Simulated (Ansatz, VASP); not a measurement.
# Two plane-wave programs on InP

```
CELL_PARAMETERS angstrom
0.00000 2.83564 3.07705
2.83564 0.00000 3.07705
2.83564 2.83564 0.00000
ATOMIC_POSITIONS crystal
In 0.00000 0.00000 0.00000
P 0.25000 0.25000 0.25000
```

Change from the starting cell: epitaxial_xy strain -4.0%.

Alike in both runs: task single point; functional PBE; k mesh 8 × 8 × 8; occupations fermi-dirac, width 0.02 eV; no spin polarisation.

```csv
,VASP,Ansatz
version,VASP 6.6.1,Ansatz 0.2.0
potentials or method,"VASP PAW PBE potentials, release 64 (In_d, P)","plane waves, PAW"
plane-wave cutoff (eV),520,420
valence electrons in the cell,18,18
```

Ansatz gave:

```
pressure (GPa)                                  : 4.5
largest component of the traceless stress (GPa) : 2.54
```

Question: Which values does VASP return?

Answer: Pressure (GPa): 4.4; largest component of the traceless stress (GPa): 2.54.
